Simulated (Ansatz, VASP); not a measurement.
MgS in VASP and in Ansatz

```
CELL_PARAMETERS angstrom
0.00000 2.87040 2.87040
2.87040 0.00000 2.87040
2.87040 2.87040 0.00000
ATOMIC_POSITIONS crystal
S 0.25000 0.25000 0.25000
Mg 0.00000 0.00000 0.00000
```

The cell comes from a database or a generator and needn't be the stable form of this composition.

Alike in both runs: task single point; functional r2SCAN; k mesh 8 × 8 × 8; occupations fermi-dirac, width 0.05 eV; no spin polarisation.

|  | VASP | Ansatz |
| --- | --- | --- |
| version | VASP 6.6.1 | Ansatz 0.2.0 |
| potentials or method | VASP PAW PBE potentials, release 64 (S, Mg) | Ansatz PAW |
| plane-wave cutoff (eV) | 520 | 500 |
| valence electrons in the cell | 8 | 16 |

|  | VASP | Ansatz | Ansatz less VASP |
| --- | --- | --- | --- |
| gap on the k mesh at the Fermi level (eV) | 3.91 | 3.92 | +0.013 |
| least direct gap on the mesh (eV) | 3.91 | 3.92 | +0.013 |
| pressure (GPa) | -2.6 | -2.3 | +0.28 |

The two sets of potentials don't hold the same shells in valence.

Caveats: the PAW data sets were made with another functional, which shifts forces and pressure a little (VASP); the PAW data sets come from PBE, with cores solved anew for the run's functional, which leaves a small shift of forces and pressure (Ansatz). r2SCAN opens gaps a little over a GGA but as a rule still falls short of measured ones. A k mesh can miss the band edges.
